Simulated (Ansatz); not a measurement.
The system is W.

```
W
1.0
    -1.58234    1.58234    1.58234
     1.58234   -1.58234    1.58234
     1.58234    1.58234   -1.58234
W
1
Direct
  0.00000 0.00000 0.00000
```

Base run:

* Program: Ansatz 0.2.0
* Functional: PBE
* Potentials or basis: Ansatz PAW
* Cutoff: 420 eV (not typed: the program's choice for these potentials)
* k mesh: 12 × 12 × 12
* Occupations: fermi-dirac, width 0.05 eV
* Spin: no spin polarisation

Its results: band gap on the k mesh none (metal or under the smearing width); pressure 5.8 GPa.

**Question.** The run is repeated on the same cell with these changes: spin from no spin polarisation to spin-orbit coupling, no magnetisation; potential files from those of the base run to others of the same set. What comes out?

**Answer.** Band gap on the k mesh none (metal or under the smearing width); pressure 6.3 GPa.

Caveats: spin-orbit coupling is left out, which moves the levels of the heavy elements (some runs).
